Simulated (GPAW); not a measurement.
# Ag (Fm-3m) in GPAW: settings compared

The runs below take Ag through single point, with PBE, PBE0.

All numbers are computed with GPAW 26.7.0; they aren't measurements. Logs are shortened: lines on timing, memory, paths and dates and some standing lists are left out, and cuts for length are marked. The log counts tension as positive stress, the text compression.

**1. Starting point**

It takes space group Fm-3m (No. 225, cubic). Conventional cell: a = 4.085 Å, b = 4.085 Å, c = 4.085 Å, α = 90.00°, β = 90.00°, γ = 90.00°. Ag (site symmetry m-3m) is surrounded by 12 Ag at 2.89 Å.

**2. Single point, PBE**

Input file run.py:

```python
from ase import Atoms
from ase.dft.bandgap import bandgap
from ase.io import write
from ase.units import GPa
from gpaw import GPAW, PW

atoms = Atoms(['Ag'],
              cell=[[0.0, 2.04275, 2.04275],
                    [2.04275, 0.0, 2.04275],
                    [2.04275, 2.04275, 0.0]],
              scaled_positions=[[0.0, 0.0, 0.0]],
              pbc=True)

calc = GPAW(mode=PW(300),
            xc='PBE',
            kpts={'size': (11, 11, 11), 'gamma': True},
            occupations={'name': 'fermi-dirac', 'width': 0.05},
            nbands=18,
            convergence={'density': 1e-05, 'energy': 1e-05},
            maxiter=80,
            txt='gpaw.txt')
atoms.calc = calc
energy = atoms.get_potential_energy()
forces = atoms.get_forces()
stress = atoms.get_stress()
calc.write('gs.gpw')
write('result.traj', atoms)
print(f'Energy: {energy:.6f} eV')
print('Forces (eV/A):')
print(forces.round(4))
print('Stress (GPa):', (stress / GPa).round(3))
print('Fermi level:', round(calc.get_fermi_level(), 4), 'eV')
print(f'Gap: {bandgap(calc)[0]:.4f} eV, direct: {bandgap(calc, direct=True)[0]:.4f} eV')
```

Potentials or basis: GPAW PAW data sets (gpaw-data 1.2.1), pw.

Launch:

```console
$ OMP_NUM_THREADS=1 python run.py
```

gpaw.txt:

```text
__  _  _
 | _ |_)|_||  |
 |__||  | ||/\| - 26.7.0

Input parameters:
  mode=PW(ecut=300.0),
  convergence={'density': 1e-05, 'energy': 1e-05},
  kpts=MonkhorstPack(size=(11, 11, 11), gamma=True),
  maxiter=80,
  nbands=18,
  occupations=Occupations(name='fermi-dirac', width=0.05),
  xc=XC(name='PBE')

Diagonalizing LCAO Hamiltonian
Converting LCAO to pw mode

       Ag

Atoms  # Å, Bohr magnetons
|   | symbol |        x |        y |        z |    initial magnetic moments |
|---|--------|----------|----------|----------|-----------------------------|
| 0 |     Ag | 0.000000 | 0.000000 | 0.000000 | ( 0.0000,  0.0000,  0.0000) |

Unit cell  # Å
| periodic |        x |        y |        z |  lengths |    angles |
|----------|----------|----------|----------|----------|-----------|
|      yes | 0.000000 | 2.042750 | 2.042750 | 2.888885 | 60.000000 |
|      yes | 2.042750 | 0.000000 | 2.042750 | 2.888885 | 60.000000 |
|      yes | 2.042750 | 2.042750 | 0.000000 | 2.888885 | 60.000000 |

Number of symmetries: 48
Symmetry operations  # r_c * U_cc + t_c -> r_c
|    | kind |            matrix            |
|----|------|------------------------------|
|  0 |  σ   |  1, 0, 0,  1, 0,-1,  1,-1, 0 |
|  1 |  C2  |  1, 0, 0,  1,-1, 0,  1, 0,-1 |
|  2 |  E   |  1, 0, 0,  0, 1, 0,  0, 0, 1 |
|  3 |  σ   |  1, 0, 0,  0, 0, 1,  0, 1, 0 |
|  4 |  C4  |  1, 0,-1,  1, 0, 0,  1,-1, 0 |
|  5 |  S6  |  1, 0,-1,  1,-1, 0,  1, 0, 0 |
|  6 |  σ   |  1, 0,-1,  0, 1,-1,  0, 0,-1 |
|  7 |  C3  |  1, 0,-1,  0, 0,-1,  0, 1,-1 |
|  8 |  S6  |  1,-1, 0,  1, 0, 0,  1, 0,-1 |
|  9 |  C4  |  1,-1, 0,  1, 0,-1,  1, 0, 0 |
| 10 |  C3  |  1,-1, 0,  0,-1, 1,  0,-1, 0 |
| 11 |  σ   |  1,-1, 0,  0,-1, 0,  0,-1, 1 |
| 12 |  σ   |  0, 1, 0,  1, 0, 0,  0, 0, 1 |
| 13 |  C4  |  0, 1, 0,  0, 1,-1, -1, 1, 0 |
| 14 |  C3  |  0, 1, 0,  0, 0, 1,  1, 0, 0 |
| 15 |  S6  |  0, 1, 0, -1, 1, 0,  0, 1,-1 |
| 16 |  C2  |  0, 1,-1,  1, 0,-1,  0, 0,-1 |
| 17 |  σ   |  0, 1,-1,  0, 1, 0, -1, 1, 0 |
| 18 |  S4  |  0, 1,-1,  0, 0,-1,  1, 0,-1 |
| 19 |  C4  |  0, 1,-1, -1, 1, 0,  0, 1, 0 |
| 20 |  C3  |  0, 0, 1,  1, 0, 0,  0, 1, 0 |
| 21 |  σ   |  0, 0, 1,  0, 1, 0,  1, 0, 0 |
| 22 |  S6  |  0, 0, 1,  0,-1, 1, -1, 0, 1 |
| 23 |  C4  |  0, 0, 1, -1, 0, 1,  0,-1, 1 |
| 24 |  S4  |  0, 0,-1,  1, 0,-1,  0, 1,-1 |
| 25 |  C3  |  0, 0,-1,  0, 1,-1,  1, 0,-1 |
| 26 |  C2  |  0, 0,-1,  0,-1, 0, -1, 0, 0 |
| 27 |  S6  |  0, 0,-1, -1, 0, 0,  0,-1, 0 |
| 28 |  S4  |  0,-1, 1,  1,-1, 0,  0,-1, 0 |
| 29 |  C4  |  0,-1, 1,  0, 0, 1, -1, 0, 1 |
| 30 |  C2  |  0,-1, 1,  0,-1, 0,  1,-1, 0 |
| 31 |  σ   |  0,-1, 1, -1, 0, 1,  0, 0, 1 |
| 32 |  C3  |  0,-1, 0,  1,-1, 0,  0,-1, 1 |
| 33 |  S6  |  0,-1, 0,  0, 0,-1, -1, 0, 0 |
| 34 |  S4  |  0,-1, 0,  0,-1, 1,  1,-1, 0 |
| 35 |  C2  |  0,-1, 0, -1, 0, 0,  0, 0,-1 |
| 36 |  C2  | -1, 1, 0,  0, 1, 0,  0, 1,-1 |
| 37 |  S6  | -1, 1, 0,  0, 1,-1,  0, 1, 0 |
| 38 |  S4  | -1, 1, 0, -1, 0, 1, -1, 0, 0 |
| 39 |  C3  | -1, 1, 0, -1, 0, 0, -1, 0, 1 |
| 40 |  S6  | -1, 0, 1,  0, 0, 1,  0,-1, 1 |
| 41 |  C2  | -1, 0, 1,  0,-1, 1,  0, 0, 1 |
| 42 |  C3  | -1, 0, 1, -1, 1, 0, -1, 0, 0 |
| 43 |  S4  | -1, 0, 1, -1, 0, 0, -1, 1, 0 |
| 44 |  C2  | -1, 0, 0,  0, 0,-1,  0,-1, 0 |
| 45 |  i   | -1, 0, 0,  0,-1, 0,  0, 0,-1 |
| 46 |  σ   | -1, 0, 0, -1, 1, 0, -1, 0, 1 |
| 47 |  C2  | -1, 0, 0, -1, 0, 1, -1, 1, 0 |

BZ-sampling:
  Number of BZ points: 1331
  Number of IBZ points: 56

  Monkhorst-Pack size: [11, 11, 11]
  Monkhorst-Pack shift: [0, 0, 0]

K-points  # in reciprocal-cell coordinates
|     |                                coordinates |     weight |
|-----|--------------------------------------------|------------|
|   0 | (  0.00000000,   0.00000000,   0.00000000) | 0.00075131 |
|   1 | (  0.09090909,   0.09090909,   0.00000000) | 0.00450789 |
|   2 | (  0.09090909,   0.09090909,   0.09090909) | 0.00601052 |
|   3 | (  0.18181818,   0.09090909,   0.09090909) | 0.00901578 |
|   4 | (  0.18181818,   0.18181818,   0.00000000) | 0.00450789 |
|   5 | (  0.18181818,   0.18181818,   0.09090909) | 0.01803156 |
|   6 | (  0.18181818,   0.18181818,   0.18181818) | 0.00601052 |
|   7 | (  0.27272727,   0.18181818,   0.09090909) | 0.01803156 |
|   8 | (  0.27272727,   0.18181818,   0.18181818) | 0.01803156 |
|   9 | (  0.27272727,   0.27272727,   0.00000000) | 0.00450789 |
| ... |                                            |            |
|  55 | (  0.45454545,   0.45454545,   0.45454545) | 0.00601052 |

Plane wave coefficients: 206
Cutoff: 300.0 eV

Spin-components: 1 (collinear spins)
Bands:           18
Projectors:      6
Spin-degeneracy: 2
Datatype:        complex128

Parallelization:
  kpt:    1
  domain: 1
  band:   1

Density:
  Valence electrons: 17.0
  Components: 1
  Grid points: [12 12 12]
  Charge: 0.0  # |e|

Potential:
  Grid points: [12 12 12]

species:
  Ag:
    name:    Silver
    Z:       47.0
    valence: 17
    core:    30
    charge:  0.0  # [|e|]
    compensation charges:
      type: gauss
      rc: 0.40  # [Å]
      lmax: 2
    cutoffs:
      filter: 2.35  # [Å]
      core: 2.19  # [Å]
    projectors
    | kind |    occ | energy [eV] | rcut [Å] |
    |------|--------|-------------|----------|
    |   5s |  1.000 |      -4.401 |    1.286 |
    |   4p |  6.000 |     -58.577 |    1.328 |
    |   5p |  0.000 |      -0.738 |    1.328 |
    |   4d | 10.000 |      -7.446 |    1.180 |
    |    s |        |      22.811 |    1.286 |
    |    d |        |      19.766 |    1.180 |

    Using partial waves for Ag as LCAO basis

Reference energy: -144597.826354  # eV

eigensolver:
  PPCG
  Converge bands: occupied
  niter=2

density mixing:
  MSR1-Mixer
  Pratt-step length: 0.05
  Maximum mixing coefficient: 0.75
  Old densities: 10
  SVD Regularization: 0.005
  Good broyden scale: 1.0
  Trust region scale: 1.0
  Backstep threshold: 4.0
  History deletion threshold: 6.0
  Fourier metric: weight=20.0, sigma=0.015

occupation numbers:
  Fermi-Dirac:
    width: 0.0500  # eV

poisson solver:
  ecut: 2400.0  # eV

xc functional:
  name: PBE with 2 nearest neighbor stencil

convergence criteria:
- Maximum integral of absolute [dens]ity change: 1e-05 electrons / valence electron
- Maximum [total energy] change in last 3 cyles: 1e-05 eV / valence electron
- Maximum integral of absolute [eigenst]ate change: 4e-08 eV^2 / valence electron
maximum number of iterations: 80

SCF iterations
|iter     | |      energy | eigst |  dens |
|---------|-|-------------|-------|-------|
|iter:   1| |   -2.865358 | -0.77 |       |
|iter:   2| |   -2.801580 | -3.76 | -1.29 |
|iter:   3| |   -2.610919 | -3.28 | -1.34 |
|iter:   4| |   -2.607787 | -5.15 | -2.08 |
|iter:   5| |   -2.606728 | -5.46 | -2.37 |
|iter:   6| |   -2.606727 | -8.09c| -3.98 |
|iter:   7| |   -2.606727c| -8.54c| -4.32 |
|iter:   8| |   -2.606727c| -9.84c| -5.82c|

Converged in 8 steps
Energy contributions relative to reference atoms: (reference = -144597.826354)

Energy contributions:
  Kinetic:          -0.586178
  Coulomb:          -0.936868
  Zero:              0.604348
  External:          0.000000
  Xc:               -1.686725
  Entropy:          -0.002610
  Spinorbit:         0.000000
  ----------------------------
  Free energy:      -2.608032
  Extrapolated:     -2.606727

dipole moment: (-12.772117, -12.772117, -12.772117)  # |e|*Ang

Fermi level: 8.516
Eigenvalues  # (at kpt = [0.000, 0.000, 0.000])
| band index |      eig [eV] | occ [0-2] |
|------------|---------------|-----------|
|          0 |       -47.115 |     2.000 |
|          1 |       -47.115 |     2.000 |
|          2 |       -47.115 |     2.000 |
|          3 |         0.472 |     2.000 |
|          4 |         3.512 |     2.000 |
|          5 |         3.512 |     2.000 |
[... 10 lines left out ...]
|         16 |        33.579 |     0.000 |
|         17 |        38.756 |     0.000 |

No gap
No difference between direct/indirect transitions

Forces  # eV/Ang
|       x |       y |       z |
|---------|---------|---------|
| 0.00000 | 0.00000 | 0.00000 |  # Ag   0

Stress tensor  # eV/Ang^3
|         x |         y |         z |
|-----------|-----------|-----------|
|  0.007664 | -0.000000 | -0.000000 |
| -0.000000 |  0.007664 |  0.000000 |
| -0.000000 |  0.000000 |  0.007664 |

# Writing to gs.gpw (mode='')
```

Wall time 5.9 s (1 thread of Arm Neoverse V1, shared host); peak memory 0.12 GiB.

The run converged, but some of its settings lie outside the range that counts as converged, so its numbers aren't taken as properties of the crystal.

Results:

```
Free energy            : -2.6080 eV
Pressure               : -1.2 GPa
Band gap on the k mesh : none (metal or under the smearing width)
```

Caveat: the cutoff is short for stress and forces, so pressures can be off by a GPa or more.

(Part 1 of 2 ends here.)
